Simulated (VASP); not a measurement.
# Fe (Im-3m) in VASP: notebook, part 2 of 2

VASP 6.6.1.

## 9. Equation of state, PBEsol, collinear spin, ferromagnetic start, 11.30 Å³/atom (volume scaled by 0.94)

File INCAR:

```
SYSTEM = Fe
ALGO = Normal ; EDIFF = 1E-7
ENCUT = 520 ; GGA = PS
ISIF = 2 ; ISMEAR = -1
ISPIN = 2 ; LASPH = .True.
LCHARG = .False. ; LMAXMIX = 4
LORBIT = 11 ; LREAL = .False.
LWAVE = .False. ; MAGMOM = 3
NBANDS = 14 ; NELM = 100
PREC = Accurate ; SIGMA = 0.05
```

File KPOINTS:

```
k-points
0
Gamma
  13 13 13
  0 0 0
```

File POSCAR:

```
Fe
1.0
   -1.4135427549      1.4135427549      1.4135427549
    1.4135427549     -1.4135427549      1.4135427549
    1.4135427549      1.4135427549     -1.4135427549
Fe
1
Direct
    0.0000000000      0.0000000000      0.0000000000
```

Potentials or basis: VASP PAW PBE potentials, release 64 (Fe).

On the command line:

```console
> cat potpaw_PBE.64/Fe/POTCAR > POTCAR
> mpirun -np 1 vasp_std > vasp.out
```

Run time: 15 s. Hardware: 1 thread of AMD EPYC 9R45 (Zen 5), shared host; peak memory 0.11 GiB.

The run converged. Its results:

```yaml
Free_energy: -8.9068 eV
Pressure: -9.3 GPa
Band_gap_on_the_k_mesh: none (metal or under the smearing width)
Net_moment: 2.13 μB per cell
Site_moments: Fe +2.12 μB
Valence_electrons_inside_the_program's_atomic_spheres: Fe 7.28
```

Caveat: the PAW data sets were made with another functional, which shifts forces and pressure a little.

## 10. Equation of state, PBEsol, collinear spin, ferromagnetic start, 11.54 Å³/atom (volume scaled by 0.96)

INCAR is that of step 9.

KPOINTS is that of step 9.

File POSCAR:

```
Fe
1.0
   -1.4234976093      1.4234976093      1.4234976093
    1.4234976093     -1.4234976093      1.4234976093
    1.4234976093      1.4234976093     -1.4234976093
Fe
1
Direct
    0.0000000000      0.0000000000      0.0000000000
```

On the command line:

```console
> cat potpaw_PBE.64/Fe/POTCAR > POTCAR
> mpirun -np 1 vasp_std > vasp.out
```

Wall time 15 s (1 thread of AMD EPYC 9R45 (Zen 5), shared host); peak memory 0.1 GiB.

It converged, with:

```yaml
Free_energy: -8.8902 eV
Pressure: -12.8 GPa
Band_gap_on_the_k_mesh: none (metal or under the smearing width)
Net_moment: 2.17 μB per cell
Site_moments: Fe +2.16 μB
Valence_electrons_inside_the_program's_atomic_spheres: Fe 7.24
```

Caveat: the PAW data sets were made with another functional, which shifts forces and pressure a little.

## 11. Equation of state, PBEsol, collinear spin, ferromagnetic start, 11.78 Å³/atom (volume scaled by 0.98)

INCAR is that of step 10.

KPOINTS is that of step 10.

File POSCAR:

```
Fe
1.0
   -1.4333151444      1.4333151444      1.4333151444
    1.4333151444     -1.4333151444      1.4333151444
    1.4333151444      1.4333151444     -1.4333151444
Fe
1
Direct
    0.0000000000      0.0000000000      0.0000000000
```

On the command line:

```console
> cat potpaw_PBE.64/Fe/POTCAR > POTCAR
> mpirun -np 1 vasp_std > vasp.out
```

Wall time 16 s (1 thread of AMD EPYC 9R45 (Zen 5), shared host); peak memory 0.11 GiB.

The run converged. Its results:

```
Free energy                                           : -8.8689 eV
Pressure                                              : -15.4 GPa
Band gap on the k mesh                                : none (metal or under the smearing width)
Net moment                                            : 2.22 μB per cell
Site moments                                          : Fe +2.22 μB
Valence electrons inside the program's atomic spheres : Fe 7.20
```

Caveat: the PAW data sets were made with another functional, which shifts forces and pressure a little.

## 12. Equation of state, PBEsol, collinear spin, ferromagnetic start, 12.26 Å³/atom (volume scaled by 1.02)

INCAR is that of step 11.

KPOINTS is that of step 11.

File POSCAR:

```
Fe
1.0
   -1.4525565699      1.4525565699      1.4525565699
    1.4525565699     -1.4525565699      1.4525565699
    1.4525565699      1.4525565699     -1.4525565699
Fe
1
Direct
    0.0000000000      0.0000000000      0.0000000000
```

Potentials or basis: VASP PAW PBE potentials, release 64 (Fe).

On the command line:

```console
> cat potpaw_PBE.64/Fe/POTCAR > POTCAR
> mpirun -np 1 vasp_std > vasp.out
```

Run time: 20 s. Hardware: 1 thread of AMD EPYC 9R45 (Zen 5), shared host; peak memory 0.11 GiB.

The run converged. Its results:

- Free energy: -8.8169 eV
- Pressure: -19.0 GPa
- Band gap on the k mesh: none (metal or under the smearing width)
- Net moment: 2.36 μB per cell
- Site moments: Fe +2.36 μB
- Valence electrons inside the program's atomic spheres: Fe 7.12

Caveat: the PAW data sets were made with another functional, which shifts forces and pressure a little.

## 13. Equation of state, PBEsol, collinear spin, ferromagnetic start, 12.50 Å³/atom (volume scaled by 1.04)

INCAR is that of step 12.

KPOINTS is that of step 12.

File POSCAR:

```
Fe
1.0
   -1.4619890197      1.4619890197      1.4619890197
    1.4619890197     -1.4619890197      1.4619890197
    1.4619890197      1.4619890197     -1.4619890197
Fe
1
Direct
    0.0000000000      0.0000000000      0.0000000000
```

On the command line:

```console
> cat potpaw_PBE.64/Fe/POTCAR > POTCAR
> mpirun -np 1 vasp_std > vasp.out
```

It took 20 s on 1 thread of AMD EPYC 9R45 (Zen 5), shared host; peak memory 0.12 GiB.

The run converged. Its results:

- Free energy: -8.7874 eV
- Pressure: -20.1 GPa
- Band gap on the k mesh: none (metal or under the smearing width)
- Net moment: 2.44 μB per cell
- Site moments: Fe +2.44 μB
- Valence electrons inside the program's atomic spheres: Fe 7.09

Caveat: the PAW data sets were made with another functional, which shifts forces and pressure a little.

## 14. Equation of state, PBEsol, collinear spin, ferromagnetic start, 12.74 Å³/atom (volume scaled by 1.06)

INCAR is that of step 13.

KPOINTS is that of step 13.

File POSCAR:

```
Fe
1.0
   -1.4713013028      1.4713013028      1.4713013028
    1.4713013028     -1.4713013028      1.4713013028
    1.4713013028      1.4713013028     -1.4713013028
Fe
1
Direct
    0.0000000000      0.0000000000      0.0000000000
```

On the command line:

```console
> cat potpaw_PBE.64/Fe/POTCAR > POTCAR
> mpirun -np 1 vasp_std > vasp.out
```

Run time: 20 s. Hardware: 1 thread of AMD EPYC 9R45 (Zen 5), shared host; peak memory 0.12 GiB.

The run converged. Its results:

- Free energy: -8.7571 eV
- Pressure: -20.5 GPa
- Band gap on the k mesh: none (metal or under the smearing width)
- Net moment: 2.54 μB per cell
- Site moments: Fe +2.54 μB
- Valence electrons inside the program's atomic spheres: Fe 7.06

Caveat: the PAW data sets were made with another functional, which shifts forces and pressure a little.

## 15. Equation of state, PBEsol, collinear spin, ferromagnetic start

Potentials or basis: VASP PAW PBE potentials, release 64 (Fe).

No new run: the results of the series are fitted here.

Results:

```yaml
Equilibrium_volume: "10.84 Å³/atom (rough: see the caveat)"
Bulk_modulus: 266 GPa (rough)
```

Energy against volume, from the lowest point:
```csv
volume (Å³/atom),energy (meV/atom)
11.298,0.00
11.538,16.63
11.778,37.89
12.019,62.56
12.259,89.89
12.499,119.34
12.740,149.73
```

Caveat: the fit is doubtful: noisy points or a state that changes with volume; the minimum lies outside the volumes run; the PAW data sets were made with another functional, which shifts forces and pressure a little.
